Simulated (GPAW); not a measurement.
# Surface energy and work function of Nb(100) from slabs of 4 to 14 layers (LDA)

How do energy and work function of Nb(100) films settle with thickness, and what surface energy follows?

How it was computed: GPAW 26.7.0, plane waves at 450 eV with PAW setups; symmetric 1×1 slabs cut at the tabulated lattice constant (two decimals; low-temperature values for the alkali metals), atoms at bulk places, 7.5 Å of vacuum on each side, one in-plane mesh for all thicknesses, Fermi-Dirac smearing of 0.1 eV. Energies are extrapolated to zero smearing and count from the program's reference atoms. Functional LDA. The cell's area is 10.890 Å².

The runs, one held back:

```tsv
layers	energy (eV)	work function (eV)
4	−41.3474	3.99
5	−52.8919	3.99
6	−64.3615	3.99
7	−75.7489	3.99
8	−87.1840	4.00
9	−98.6233	4.00
10	−110.0264	4.00
11	−121.4520	4.00
12	−132.8709	4.00
14	?	?
```

To predict: What surface energy do these runs give, and what energy and work function should the 14-layer slab have?

A: A slab of n layers has E(n) = nε + 2Aγ once its middle is bulk-like. A line through n = 6 to 12 has the slope ε = −11.4206 eV a layer and the intercept 2Aγ = 4.1758 eV (r.m.s. residual 10.7 meV). So γ = 4.1758 / (2 × 10.890 Å²) = 0.1917 eV/Å² = 3.07 J/m², with a standard error of about 0.02 J/m² from the scatter about the line. For 14 layers: 4.1758 + 14 × (−11.4206) = −155.713 eV; the run gives −155.708 eV, 5.0 meV over the line. The work function has no such law: from 6 to 12 layers it moves between 3.99 and 4.00 eV (mean 4.00), and the 14-layer slab gives 4.00 eV. The thinnest slab, 4 layers, lies −0.01 eV from that mean. The measured value for this face is 3.97 eV (“Anisotropic work function of elemental crystals” (2019, arxiv:1902.07811)); the unrelaxed 14-layer slab lies 0.03 eV over it.

Caveats: The surfaces are unrelaxed, so γ is an upper bound for this functional and lattice constant. The tabulated lattice constant isn't the functional's own, which strains the slab a little.

[Logs are printed without paths, hosts, clocks, repeated set-up lines and the standing remarks that a program may print on its own settings, such as how far it seeks lower states.]
